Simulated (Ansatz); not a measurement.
Crystal: Cu.

```xyz
1
Lattice="-1.4428 1.4428 1.3761 1.4428 -1.4428 1.3761 1.4428 1.4428 -1.3761" Properties=species:S:1:pos:R:3 pbc="T T T"
Cu    0.0000    0.0000    0.0000
```

This isn't the form of Cu at room conditions, which is fcc.

Base run:

- Program: Ansatz 0.2.0
- Functional: LDA
- Potentials or basis: Ansatz PAW
- Cutoff: 420 eV (not typed: the program's choice for these potentials)
- k mesh: 13 × 13 × 13
- Occupations: fermi-dirac, width 0.05 eV
- Spin: no spin polarisation

Its results: band gap on the k mesh none (metal or under the smearing width); pressure -7.8 GPa.

Question: After a change of settings the same cell gave: band gap on the k mesh none (metal or under the smearing width); pressure 16.0 GPa. Which change was it?
A. functional from LDA to BLYP
B. functional from LDA to PBE; occupations from fermi-dirac, width 0.05 eV to gaussian, width 0.013 eV
C. functional from LDA to RPBE
D. functional from LDA to r2SCAN; cutoff from 420 eV (not typed: the program's choice for these potentials) to 500 eV (not typed: the program's choice for these potentials)

Answer: A.

BLYP binds less tightly than LDA, so the same cell stands under more pressure.

Caveats: the PAW data sets come from PBE, with cores solved anew for the run's functional, which leaves a small shift of forces and pressure; so large a pressure means that the cell lies far from this level's equilibrium, or that cutoff or potentials fall short (some runs).
